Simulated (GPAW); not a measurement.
SnSe:

```
CELL_PARAMETERS angstrom
0.00000 3.01000 3.01000
3.01000 0.00000 3.01000
3.01000 3.01000 0.00000
ATOMIC_POSITIONS crystal
Sn 0.00000 0.00000 0.00000
Se 0.50000 0.50000 0.50000
```

Measurements of this composition are mostly on another form, of space group No. 62.

| Quantity | Value |
| --- | --- |
| Program | GPAW 26.7.0 |
| Task | relaxation of cell and atoms |
| Functional | PBEsol |
| Potentials or basis | PAW data sets generated in the run's folder for this functional |
| Cutoff | 600 eV |
| Basis | pw |
| k mesh | 8 × 8 × 8 |
| Occupations | fermi-dirac, width 0.05 eV |
| Spin | no spin polarisation |

At the start: pressure -2.1 GPa; volume 27.27 Å³/atom.

Question: Where does the relaxation end?

Answer: Over 3 steps the energy falls by 7.3 meV/atom and the volume is 26.15 Å³/atom (-4.1 %); space group Fm-3m (No. 225, to 0.05 Å).

The path:
```tsv
step	energy change (eV)	largest force (eV/Å)	pressure (GPa)	volume (Å³)
1	0.0000	0.0000	-2.10	54.54
2	-0.0050	0.0000	-1.73	54.13
3	-0.0145	0.0000	0.09	52.29
```

Final structure:
```
Sn Se
1.0
     0.00000    2.96801    2.96801
     2.96801    0.00000    2.96801
     2.96801    2.96801    0.00000
Sn Se
1 1
Direct
  0.00000 0.00000 0.00000
  0.50000 0.50000 0.50000
```

Caveat: later steps reuse the first step's grids.
